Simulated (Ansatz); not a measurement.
# AlN: the cost of one run

Program: Ansatz 0.2.0. Level of theory: DFT LDA, scalar-relativistic. These are calculated values, not measurements.

### Step 1. The system as given

The structure is cubic, space group Fm-3m (No. 225). Conventional cell: a = 3.956 Å, b = 3.956 Å, c = 3.956 Å, α = 90.00°, β = 90.00°, γ = 90.00°. Al (site symmetry m-3m) has 6 N at 1.98 Å as nearest neighbours. N (site symmetry m-3m) is surrounded by 6 Al at 1.98 Å.

Coordinates:

```
CELL_PARAMETERS angstrom
0.00000 1.97800 1.97800
1.97800 0.00000 1.97800
1.97800 1.97800 0.00000
ATOMIC_POSITIONS crystal
Al 0.00000 0.00000 0.00000
N 0.50000 0.50000 0.50000
```

Atoms are numbered in the order of the input: Al1, N2.

### Step 2. The deformed structure

Space group Fm-3m before, I4/mmm after.

### Step 3. Full-potential LAPW

File input.yaml:

```yaml
crystal:
  lattice:
    - [0.0, 2.01756, 1.978]
    - [2.01756, 0.0, 1.978]
    - [2.01756, 2.01756, 0.0]
  atoms:
    - { symbol: Al, position: [0.0, 0.0, 0.0] }
    - { symbol: "N", position: [0.5, 0.5, 0.5] }
kpoints:
  mp_grid: { grid: [10, 10, 10] }
  band_path:
    path:
      - [0.0, 0.0, 0.0]
      - [0.0, 0.5, 0.5]
      - [0.25, 0.75, 0.5]
      - [0.0, 0.5, 0.0]
      - [0.0, 0.0, 0.0]
      - [0.5, 0.5, 0.0]
      - [0.38005, 0.61995, 0.0]
      - [-0.38005, 0.38005, 0.0]
      - [0.0, 0.0, 0.0]
    npoints: 5
scf:
  occupations: { method: fermi_dirac, width: 0.02 }
hamiltonian:
  xc: lda
  pseudopotentials: { kind: all_electron, lapw: { basis_error: 0.001 } }
output:
  forces: true
  stress: true
  eigenvalues: true
```

Launch:

```bash
> ansatz run input.yaml --threads 1 --pin off --max-ram 3072MiB --backend cpu --events-out ev --progress --plain --runs-dir out
```

Q: Estimate wall time and peak memory on 1 thread of Intel Xeon 6975P-C (Granite Rapids), shared host.

About 6.3 s, with a peak of 0.34 GiB.
